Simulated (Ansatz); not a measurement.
# Mn3Sb: the cost of one run

Program: Ansatz 0.2.0. Level of theory: DFT BLYP, scalar-relativistic, plane waves, PAW. These are calculated values, not measurements.

**1. The starting structure**

Symmetry: Pm-3m, No. 221, cubic system. Conventional cell: a = 4.002 Å, b = 4.002 Å, c = 4.002 Å, α = 90.00°, β = 90.00°, γ = 90.00°. Mn (site symmetry 4/mmm) has 8 Mn at 2.83 Å and 4 Sb at 2.83 Å in its first shell of neighbours. Sb (site symmetry m-3m) has 12 Mn at 2.83 Å in its first shell of neighbours.

As a file:

```xyz
4
Lattice="4.0017 0.0000 0.0000 0.0000 4.0017 0.0000 0.0000 0.0000 4.0017" Properties=species:S:1:pos:R:3 pbc="T T T"
Mn    0.0000    2.0008    2.0008
Mn    2.0008    0.0000    2.0008
Mn    2.0008    2.0008    0.0000
Sb    0.0000    0.0000    0.0000
```

An earlier run on this cell at PBE gave -10.01 GPa at 16.020 Å³/atom (8×8×8 mesh), no gap, spin moments in the atoms' spheres Mn 2.84; Sb -0.16 μB. The cell is stretched at this level.

**2. At the given cell**

Input file input.yaml:

```yaml
crystal:
  lattice:
    - [4.001699278, 0.0, 0.0]
    - [0.0, 4.001699278, 0.0]
    - [0.0, 0.0, 4.001699278]
  atoms:
    - { symbol: Mn, position: [0.0, 0.5, 0.5], spin: 3.12 }
    - { symbol: Mn, position: [0.5, 0.0, 0.5], spin: 3.12 }
    - { symbol: Mn, position: [0.5, 0.5, 0.0], spin: 3.12 }
    - { symbol: Sb, position: [0.0, 0.0, 0.0] }
basis:
  ecutwfc: 420
  ecutrho_ratio: 4
kpoints:
  mp_grid: { grid: [8, 8, 8] }
hamiltonian:
  xc: blyp
scf:
  occupations: { method: gaussian, width: 0.05 }
output:
  forces: true
  stress: true
  eigenvalues: true
  populations: true
magnetization:
  spin_polarized: true
checkpoint:
  read: start.run
  write: ck
  compress: false
  write_wavefunctions: false
  write_every: 100000
```

start.run holds the state of a PBE run on this cell.

Run with:

```sh
> ansatz run input.yaml --threads 4 --pin off --max-ram 8192MiB --backend cpu --events-out ev --progress --plain --runs-dir out
```

Q: Estimate wall time and peak memory on 4 threads of Arm Neoverse V2, shared host.

About 22 s, with a peak of 0.81 GiB.
